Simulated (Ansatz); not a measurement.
**Ligand exchange: C3H6O + GeH3I → C2H3IO + GeH3(CH3)**

Species: C3H6O (acetone) `CC(C)=O`, singlet; GeH3I `[GeH3][I]`, singlet; C2H3IO (acetyl iodide) `CC(=O)I`, singlet; GeH3(CH3) (methyl germane), singlet. The partners trade CH3 for I: C–CH3 and Ge–I bonds give way to C–I and Ge–CH3.

Shapes, held fixed at every level: PBE0-D4/def2-TZVP. Programs: Ansatz 0.2.0. The zero-point and thermal change to 298 K, harmonic and unscaled (PBE0-D4/def2-TZVP), is -3.8 kJ/mol.

Estimate ΔH(298 K) of this reaction.

The highest level, CCSD(T)/def2-TZVPP, gives ΔH(298 K) = +76.4 kJ/mol; the levels span +67.6 to +125.6. The column of differences is taken from that level and isn't an error. No measured value is set beside it here. For atoms past krypton def2 sets carry core potentials with scalar relativity. Relativity is left out for Ge unless named. Correlated rows may include outer-core shells of Ge, I, which these sets cover unevenly.

| level | kind | ΔH(298 K) (kJ/mol) | less CCSD(T)/def2-TZVPP |
| --- | --- | --- | --- |
| HF/def2-SVP | Hartree–Fock | +125.6 | +49.2 |
| HF/def2-TZVPP | Hartree–Fock | +118.2 | +41.8 |
| SPW92/def2-TZVPP | LDA | +67.6 | -8.8 |
| B3LYP-D4/def2-TZVPP | global hybrid | +74.5 | -1.9 |
| PBE0-D4/def2-TZVPP | global hybrid | +81.1 | +4.7 |
| r2SCAN0-D4/def2-TZVPP | global hybrid | +84.2 | +7.8 |
| CCSD(T)/def2-TZVPP | coupled cluster or CI | +76.4 | 0.0 |

The exchange is clearly endothermic at every level, with coupled cluster placing it at +76.4 kJ/mol, so iodine favours germanium and methyl favours the acyl carbon. The main reason is the loss of a strong C–C bond for a weak C–I bond, in which iodine's large, diffuse 5p orbital overlaps poorly with the compact carbon valence orbitals. Forming Ge–CH3 does not repay this, since the Ge–I bond given up is itself stabilised by its polarity. The carbonyl group probably adds to the preference: it already draws charge from its carbon, and iodine is a poor π donor to it.

Hartree–Fock exaggerates the cost far more than any change of basis alters it, probably because it misses correlation between iodine's electrons and the neighbouring acyl group. The three hybrids fall on both sides of the coupled-cluster value and support the same moderately large endothermicity. The enthalpy sets a lower limit on the forward barrier to exchange but does not say how far above that limit it lies.
